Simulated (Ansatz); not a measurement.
**CdTe: further runs on the relaxed cell**

One table from this session's results is given with a row withheld; the runs are named, their logs left out.

The COD entry's cell or inner coordinates are ideal or old and differ from later refinements, so a difference from it is no clean test against experiment.

Method: DFT r2SCAN, scalar-relativistic, plane waves, PAW, in Ansatz 0.2.0.

1 further run of the same task is left out (set aside as unsound or not needed).

**The structure to begin with**

It takes space group F-43m (No. 216, cubic). Conventional cell: a = 6.556 Å, b = 6.556 Å, c = 6.556 Å, α = 90.00°, β = 90.00°, γ = 90.00°. Cd (site symmetry -43m) is surrounded by 4 Te at 2.84 Å. Around Te (site symmetry -43m) lie 4 Cd at 2.84 Å.

As a file:

```cif
data_structure
_symmetry_space_group_name_H-M 'P 1'
_symmetry_Int_Tables_number 1
_cell_length_a 4.6356
_cell_length_b 4.6356
_cell_length_c 4.6356
_cell_angle_alpha 60.000
_cell_angle_beta 60.000
_cell_angle_gamma 60.000
_cell_volume 70.44
loop_
_atom_site_label
_atom_site_type_symbol
_atom_site_fract_x
_atom_site_fract_y
_atom_site_fract_z
_atom_site_occupancy
Cd1 Cd 0.00000 0.00000 0.00000 1
Te1 Te 0.25000 0.25000 0.25000 1
```

This cell was relaxed beforehand with the same method: volume 35.22 Å³/atom, gap on the mesh 1.17 eV.

Set-up of the first run:

input.yaml

```yaml
crystal:
  lattice:
    - [0.0, 3.2778966153, 3.2778966153]
    - [3.2778966153, 0.0, 3.2778966153]
    - [3.2778966153, 3.2778966153, 0.0]
  atoms:
    - { symbol: Cd, position: [0.0, 0.0, 0.0] }
    - { symbol: Te, position: [0.25, 0.25, 0.25] }
basis:
  ecutwfc: 500
kpoints:
  mp_grid: { grid: [8, 8, 8] }
  band_path:
    path:
      - [[0.0, 0.0, 0.0], [-0.5, -0.5, 0.0], [-0.375, -0.375, 0.25]]
      - [[-0.375, 0.0, 0.375], [0.0, 0.0, 0.0], [0.0, 0.0, 0.5], [-0.5, -0.25, 0.25], [-0.5, -0.5, 0.0]]
    npoints: 14
hamiltonian:
  xc: r2scan
scf:
  occupations: { method: gaussian, width: 0.02 }
  n_extra_bands: 6
output:
  forces: true
  stress: true
  eigenvalues: true
  populations: true
  dos: { projected: true, de: 0.02, nscf_kmesh: { grid: [12, 12, 12] } }
  bader: true
```

The run is started by

```console
$ ansatz run input.yaml --threads 1 --pin off --max-ram 2560MiB --backend cpu --events-out ev --progress --plain --runs-dir out
```

Among the steps run: Static run: bands, density of states and charges; Band edges anywhere in the zone; Levels beside the edges; Back to the database's cell; Optical spectrum; Volume × 0.97; Volume × 1.03; Point at V/V0 = 0.94; Point at V/V0 = 1.06; Point at V/V0 = 0.91; Point at V/V0 = 1.10; The cell scaled to 0.88 of its volume.

One table of the session follows, with a row left open; its other results are not shown here.

| volume (Å³/atom) | energy above the lowest point (meV/atom) | pressure (GPa) | gap on the mesh (eV) |
| --- | --- | --- | --- |
| 30.993 | 82.3 | 6.99 | 1.59 |
| 32.050 | ? | ? | ? |
| 33.107 | 18.4 | 2.93 | 1.37 |
| 34.163 | 4.5 | 1.36 | 1.27 |
| 35.220 | 0.0 | 0.03 | 1.17 |
| 36.276 | 3.6 | -1.08 | 1.07 |
| 37.333 | 13.9 | -2.03 | 0.98 |
| 38.742 | 36.4 | -3.06 | 0.87 |

**Question.** Estimate the row for volume (Å³/atom) = 32.050.

Worked estimate for «energy above the lowest point (meV/atom)». A straight line through the neighbours (30.993, 82.3) and (33.107, 18.4) gives 82.3 + (18.4 − 82.3) × (32.050 − 30.993) / (33.107 − 30.993) = 50.4; a parabola fitted to 3 rows on both sides gives 44.3.

The run gave: energy above the lowest point (meV/atom): 43.7; pressure (GPa): 4.78; gap on the mesh (eV): 1.48. In «energy above the lowest point (meV/atom)» the line misses by +6.7 and the parabola by +0.6.

To keep in mind: It is a Kohn-Sham gap, without spin-orbit coupling. Spin-orbit coupling is left out, which matters for the bands of Te.
